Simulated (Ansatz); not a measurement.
All numbers below come from DFT PBE, scalar-relativistic, plane waves, PAW (Ansatz 0.2.0). All cells share a 420 eV cutoff and Γ-centred k meshes spaced at most about 0.3 Å⁻¹ (about 0.25 or finer for metals, 2π included). No spin polarisation.

Each guess is relaxed in cell and atoms at zero pressure, on a coarse mesh first where it starts far from rest and then on a converged one. The steps can't lower the symmetry of the start, but it can rise. Energies are static (0 K, no zero-point motion).

Two unrelaxed guesses for WSe2:

A.

```
W Se
1.0
     4.19754    0.00000    0.00000
    -2.09877    3.63518    0.00000
     0.00000    0.00000    5.52364
W Se
1 2
Direct
  0.00000 0.00000 0.65298
  0.33333 0.66667 0.34043
  0.66667 0.33333 0.41080
```

B.

```
W Se
1.0
     4.43575    0.00000    0.00000
    -2.21787    3.84147    0.00000
     0.00000    0.00000    9.00343
W Se
2 4
Direct
  0.33333 0.66667 0.90710
  0.66667 0.33333 0.90710
  0.00000 0.00000 0.88771
  0.50000 0.00000 0.24286
  0.00000 0.50000 0.24286
  0.50000 0.50000 0.24286
```

Question: Which guess leads to the lower structure, and by how much?

Answer: A ends lower, by 1.15 eV/atom. A: P3m1 at 28.1 Å³/atom → P-3m1 at 23.2 Å³/atom; B: P6mm at 25.6 Å³/atom → P6mm at 22.8 Å³/atom. Counting Se atoms around W (those within 1.25 times the shortest such distance or 1.15 times the sum of covalent radii; a plus sign parts nearer from farther groups), the end of A has W 6 and the end of B has W 3+3. The end of B holds Se–Se nets (shortest 2.60 Å); in the end of A the shortest Se–Se distance is 3.30 Å. End of A. Conventional cell: a = 3.296 Å, c = 7.390 Å. W has 6 Se at 2.57 Å; Se has 3 W at 2.57 Å. End of B. Conventional cell: a = 5.200 Å, c = 5.852 Å. W has 3 Se at 2.56 Å, 3 W at 3.00 Å and 3 Se at 3.10 Å; Se on a site of symmetry 6mm has 6 W at 3.10 Å; Se on a site of symmetry 2mm has 2 W at 2.56 Å and 4 Se at 2.60 Å.

Ends held by symmetry can be saddle points. Neither end is the lowest form computed: that has the 2H molybdenite type, space group P6_3/mmc (No. 194), is reached from a cell as deposited in COD and lies 257 meV/atom below the better end. No dispersion correction is applied, so the spacing and binding between layers, chains or molecules are poorly described (P6mm, P-3m1), and this can change margins and order among such cells. Spin–orbit coupling, which can matter for W, is left out. Some types were kept out of the candidates beforehand, so the set may lack a known form.
